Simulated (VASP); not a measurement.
# Si in VASP: how settings move the r2SCAN single point

Aim: see what changed inputs do to the r2SCAN single point of Si built on the diamond prototype, under +3.0 % equal strain in all directions.

Code: VASP 6.6.1. PAW datasets, plane waves. No spin polarisation and no zero-point or thermal motion.

**1. The structure to begin with**

The cell comes from an earlier relaxation with r2SCAN in another program.

Space group Fd-3m (No. 227), cubic; a = 5.608 Å in the conventional setting, 22.04 Å³ an atom. Near Si stand 4 Si at 2.43 Å.

Coordinates:

```
CELL_PARAMETERS angstrom
0.00000 2.80378 2.80378
2.80378 0.00000 2.80378
2.80378 2.80378 0.00000
ATOMIC_POSITIONS crystal
Si 0.00000 0.00000 0.00000
Si 0.25000 0.25000 0.25000
```

**2. Reference**

INCAR

```
ENCUT = 520.000000
SIGMA = 0.010000
EDIFF = 1.00e-07
ALGO = Normal
METAGGA = R2SCAN
PREC = Accurate
IBRION = -1
ISIF = 2
ISMEAR = 0
NBANDS = 11
NELM = 120
NSW = 0
LASPH = .TRUE.
LCHARG = .FALSE.
LWAVE = .FALSE.
LREAL = .FALSE.
```

KPOINTS

```
KPOINTS created by Atomic Simulation Environment
0
Gamma
8 8 8
0 0 0
```

POSCAR

```
Si
 1.0000000000000000
     0.0000000000000000    2.8037824625000001    2.8037824625000001
     2.8037824625000001    0.0000000000000000    2.8037824625000001
     2.8037824625000001    2.8037824625000001    0.0000000000000000
 Si
   2
Cartesian
  0.0000000000000000  0.0000000000000000  0.0000000000000000
  1.4018912312500000  1.4018912312500000  1.4018912312500000
```

A file KPOINTS_OPT adds named points for the levels; it doesn't enter the self-consistent loop.

Potentials: the recommended PBE PAW datasets, 8 valence electrons.

Run with:

```sh
mpirun -np 1 vasp_std
```

**3. Variant 1**

INCAR

```
ENCUT = 520.000000
EDIFF = 1.00e-07
ALGO = Normal
METAGGA = R2SCAN
PREC = Accurate
IBRION = -1
ISIF = 2
NBANDS = 11
NSW = 0
LASPH = .TRUE.
LCHARG = .FALSE.
LWAVE = .FALSE.
LREAL = .FALSE.
NELECT = 7
ISMEAR = -4
SIGMA = 0.005
NELM = 74
```

KPOINTS is that of step 2.

POSCAR is that of step 2.

**4. Variant 2**

INCAR

```
ENCUT = 520.000000
EDIFF = 1.00e-07
ALGO = Normal
METAGGA = R2SCAN
PREC = Accurate
IBRION = -1
ISIF = 2
NBANDS = 11
NSW = 0
LASPH = .TRUE.
LCHARG = .FALSE.
LWAVE = .FALSE.
LREAL = .FALSE.
ISMEAR = 1
SIGMA = 0.1
NELM = 92
```

KPOINTS

```
KPOINTS created by Atomic Simulation Environment
0
Gamma
6 6 6
0 0 0
```

POSCAR is that of step 2.

Q: Predict the outcome of this session. Wanted: for each run, changed; ending; energy change; pressure; electronic steps; usable.

**Answer**, as computed:

| run | changed | ending | energy change (meV/atom) | pressure (GPa) | gap on the mesh (eV; negative: overlap) | electronic steps | time | usable |
| --- | --- | --- | --- | --- | --- | --- | --- | --- |
| ref. | – | converged | 0 | -7.3 | 0.95 | 14 | 55 s | yes |
| 1 | NELECT = 7, ISMEAR = -4, SIGMA = 0.005, NELM = 74 | converged | – | -37.9 | – | 12 | 51 s | no |
| 2 | ISMEAR = 1, SIGMA = 0.1, NELM = 92, mesh 6×6×6 | converged | 8.6 | -7.3 | 1.04 | 14 | 38 s | no |

**Reading.** Of 2 altered inputs, 2 ended normally on a faulty or unsound input.
